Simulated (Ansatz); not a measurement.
CaS (Fm-3m): gap, valleys and masses

```
CELL_PARAMETERS angstrom
0.00000 2.81717 2.81717
2.81717 0.00000 2.81717
2.81717 2.81717 0.00000
ATOMIC_POSITIONS crystal
Ca 0.00000 0.00000 0.00000
S 0.50000 0.50000 0.50000
```

The conventional cell has a = 5.634 Å, b = 5.634 Å, c = 5.634 Å, α = 90.00°, β = 90.00°, γ = 90.00°. Around Ca (atom 1) lie 6 S at 2.82 Å. Around S (atom 2) lie 6 Ca at 2.82 Å.

Unless marked otherwise, the numbers come from PBEsol, all-electron LAPW in Ansatz 0.2.0, scalar-relativistic. k mesh 8×8×8, fixed occupations, basis error target 1 meV/atom. The cell was relaxed by PAW under this functional.

Extrema are searched on a 12×12×12 mesh and refined by Newton steps; masses come from band slopes 0.005 Å⁻¹ away, 1/m* = (1/ħ²) d²E/dk², negative for holes (the finite step makes the lightest masses up to about 3 % heavy). k is in units of the reciprocal vectors.

Q: Where are the band edges, and is the gap direct?

A: The valence maximum lies at Gamma (0.000, 0.000, 0.000) and the conduction minimum at X (0.000, -0.500, -0.500), so the Kohn-Sham gap of 2.161 eV is indirect; the least direct gap on the mesh is 3.004 eV.

Q: What are the electron masses at the edge?

A: The principal masses are 0.292, 0.292, 1.39 mₑ. One valley has a density-of-states mass (m₁m₂m₃)^(1/3) = 0.492; 3 valleys give N^(2/3) times that, 1.02; the direction-averaged conductivity mass 3/Σ(1/mᵢ) is 0.397 mₑ.

Q: Several bands lie at or near the hole edge, or its surface isn't an ellipsoid. What are the masses by direction?

A: 

```json
{"direction": "100", "branch from the edge": "1", "its level at the point (eV from the edge)": "0.000", "m*/mₑ": "-1.13"}
{"direction": "100", "branch from the edge": "2", "its level at the point (eV from the edge)": "0.000", "m*/mₑ": "-1.13"}
{"direction": "100", "branch from the edge": "3", "its level at the point (eV from the edge)": "0.000", "m*/mₑ": "-0.215"}
{"direction": "110", "branch from the edge": "1", "its level at the point (eV from the edge)": "0.000", "m*/mₑ": "-1.13"}
{"direction": "110", "branch from the edge": "2", "its level at the point (eV from the edge)": "0.000", "m*/mₑ": "-0.692"}
{"direction": "110", "branch from the edge": "3", "its level at the point (eV from the edge)": "0.000", "m*/mₑ": "-0.245"}
{"direction": "111", "branch from the edge": "1", "its level at the point (eV from the edge)": "0.000", "m*/mₑ": "-0.795"}
{"direction": "111", "branch from the edge": "2", "its level at the point (eV from the edge)": "0.000", "m*/mₑ": "-0.795"}
{"direction": "111", "branch from the edge": "3", "its level at the point (eV from the edge)": "0.000", "m*/mₑ": "-0.257"}
{"direction": "11-2", "branch from the edge": "1", "its level at the point (eV from the edge)": "0.000", "m*/mₑ": "-0.934"}
{"direction": "11-2", "branch from the edge": "2", "its level at the point (eV from the edge)": "0.000", "m*/mₑ": "-0.81"}
{"direction": "11-2", "branch from the edge": "3", "its level at the point (eV from the edge)": "0.000", "m*/mₑ": "-0.243"}
```

Q: Along the Cartesian direction 010 the conduction slope is 0.1304 eV·Å one step out. What is it four steps out, and what does that say?

A: 0.5205 eV·Å, 3.992 times the first; a parabola would give 4, so the band is nearly parabolic here.

Q: What electronic dielectric constant and refractive index follow from the same bands (independent particles)?

A: ε∞ = (5.71, 5.71, 5.71), so n ≈ √ε∞ = 2.39 (mean over directions) well under the gap and the normal reflectivity is ((n − 1)/(n + 1))² = 0.168. Local fields, left out here, lower ε∞ by several per cent.

Q: What gap does PAW give in the same cell?

A: 2.160 eV, -1 meV from the LAPW value.

Q: Cells strained by ±0.5 % (all lengths, zz alone, equal engineering shears γ in yz, zx, xy; ions relaxed) give deformation potentials. How do the edge levels move, in eV per unit strain against the centre of the top valence set?

A: 

```
point                  k        side  bands  level (eV)  d/dlnV  d/dε_zz   d/dγ  split/ε_zz  split/γ
Gamma     0.00 0.00 0.00     valence      3       0.000    0.00     0.00  0.00*        1.00     7.87
    X   0.00 -0.50 -0.50     valence      2      -0.843    0.69    -0.50  0.00*        1.31     7.60
    X   0.00 -0.50 -0.50  conduction      1       2.161    2.57     2.38  0.00*           –        –
    X   -0.50 -0.50 0.00     valence      2      -0.843    0.69     3.07  0.00*        0.00     7.60
    X   -0.50 -0.50 0.00  conduction      1       2.161    2.57     2.96  0.00*           –        –
    L    -0.50 0.00 0.00     valence      2      -1.238    2.17     2.17  -1.85        0.31     7.29
    L    -0.50 0.00 0.00  conduction      1       5.108   -1.92    -1.92  -1.70           –        –
    L  -0.50 -0.50 -0.50     valence      2      -1.238    2.17     2.17   5.54        0.31     0.00
    L  -0.50 -0.50 -0.50  conduction      1       5.108   -1.92    -1.92   5.10           –        –
```

For the triplet at Γ the single level moves against the pair by 3bε_zz and by 3√3 d (γ/2), so b = -0.33 eV and d = -3.03 eV.

Sets with another level within 0.15 eV are left out, since it mixes in under strain; the reference set stays in any case. Entries marked * vanish by symmetry to first order; what they show is the residue of the finite step. These cells use a basis error target of 0.5 meV/atom.

Caveats: semilocal gaps are low, and what follows the gap (onsets, screening, light masses) shifts with it; without spin-orbit coupling, bands that meet at the valence top are not the light and heavy holes of experiment; the frozen-core PAW files of the compared runs were fitted under PBE, their cores solved anew for this functional.
